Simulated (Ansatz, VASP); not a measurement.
## One calculation of KF, two programs

Contents of POSCAR:

```
KF
1.0
    0.0000000000      2.6735000000      2.6066625000
    2.6735000000      0.0000000000      2.6066625000
    2.6735000000      2.6735000000      0.0000000000
K F
1 1
Direct
    0.0000000000      0.0000000000      0.0000000000
    0.5000000000      0.5000000000      0.5000000000
```

File INCAR.step1:

```
  ALGO = Normal
  EDIFF = 1E-4
  ENCUT = 520
  GGA = PE
  ISMEAR = 0
  LASPH = True
  LCHARG = False
  LREAL = False
  LWAVE = True
  NBANDS = 15
  NELM = 100
  PREC = Accurate
  SIGMA = 0.05
```

The input INCAR.step2:

```
  ALGO = Normal
  EDIFF = 1E-6
  ENCUT = 520
  ISIF = 2
  ISMEAR = 0
  ISTART = 1
  LASPH = True
  LCHARG = False
  LMIXTAU = True
  LREAL = False
  LWAVE = False
  METAGGA = R2SCAN
  NBANDS = 15
  NELM = 100
  PREC = Accurate
  SIGMA = 0.05
```

KPOINTS

```
k-points
0
Gamma
  8 8 8
```

Input for Ansatz:

```yaml
crystal:
  lattice:
    - [0.0, 2.6735, 2.6066625]
    - [2.6735, 0.0, 2.6066625]
    - [2.6735, 2.6735, 0.0]
  atoms:
    - { symbol: K, position: [0.0, 0.0, 0.0] }
    - { symbol: F, position: [0.5, 0.5, 0.5] }
basis:
  ecutwfc: 500
kpoints:
  mp_grid: { grid: [8, 8, 8] }
hamiltonian:
  xc: r2scan
scf:
  occupations: { method: gaussian, width: 0.05 }
output:
  forces: true
  stress: true
  eigenvalues: true
```

Change from the starting cell: strain +0.000 along x and y, -0.025 along z, atoms carried along.

Alike in both runs: task single point; functional r2SCAN; k mesh 8 × 8 × 8; occupations gaussian, width 0.05 eV; no spin polarisation.

|  | VASP | Ansatz |
| --- | --- | --- |
| version | VASP 6.6.1 | Ansatz 0.2.0 |
| potentials or method | VASP PAW PBE potentials, release 64 (K_sv, F) | scalar-relativistic, plane waves, PAW |
| plane-wave cutoff (eV) | 520 | 500 |
| valence electrons in the cell | 16 | 16 |

```csv
,VASP,Ansatz,Ansatz less VASP
gap on the k mesh at the Fermi level (eV),6.92,6.92,+0.001
least direct gap on the mesh (eV),6.92,6.92,+0.001
pressure (GPa),0.4,0.4,+0.03
largest component of the traceless stress (GPa),1.21,1.17,-0.037
```

With one functional, cell and mesh, what is left measures potentials, basis and numerics.

Caveats: the PAW data sets were made with another functional, which shifts forces and pressure a little (VASP). A k mesh can miss the band edges.
